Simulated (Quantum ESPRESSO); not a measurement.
Runs of Quantum ESPRESSO 7.5 on SnS2. The structure is trigonal, space group P-3m1 (No. 164). The conventional cell has a = 3.648 Å, b = 3.648 Å, c = 5.899 Å, α = 90.00°, β = 90.00°, γ = 120.00°. Sn (site symmetry -3m) has 6 S at 2.57 Å as nearest neighbours. S (site symmetry 3m) has 3 Sn at 2.57 Å as nearest neighbours. The cell was built by a generator and needn't be a form met in nature.

| level | potentials or basis | cutoff (eV) | smearing | rVV10 parameter b | gap on the mesh (eV) | pressure (GPa) |
| --- | --- | --- | --- | --- | --- | --- |
| rPW86PBE+rVV10 | SSSP 1.3 efficiency PBE | 816 | gaussian 0.05 eV | 6.3 | (a) | 0.0 |
| PBEsol | PseudoDojo 0.4.1 SR PBEsol standard | 980 | fermi-dirac 0.05 eV | - | 1.41 | 0.0 |
| PBE+D2 | SSSP 1.3 efficiency PBE | 816 | fermi-dirac 0.05 eV | - | 1.35 | 0.0 |
| rev-vdW-DF2 | SSSP 1.3 efficiency PBE | 816 | gaussian 0.05 eV | - | 1.23 | 0.0 |
| rev-vdW-DF2 | SSSP 1.3 efficiency PBE | 816 | fermi-dirac 0.05 eV | - | 1.23 | 0.0 |

Alike in all rows: task relaxation of cell and atoms; no spin polarisation; cell relaxed to 0.3 kbar; k mesh 8 × 8 × 5.

Fill in the values left out.

(a) 1.09.

Caveats: spin-orbit coupling is left out, which moves the levels of the heavy elements; an odd mesh through Γ misses points on the zone boundary, where band edges often lie; the potentials were made for another functional, which shifts forces and pressure (some runs); this functional lacks dispersion, which binds the layers, so the pressure and a relaxed spacing across them are unreliable (some runs).

A k mesh can miss the band edges, and the runs leave out spin-orbit coupling on Sn.
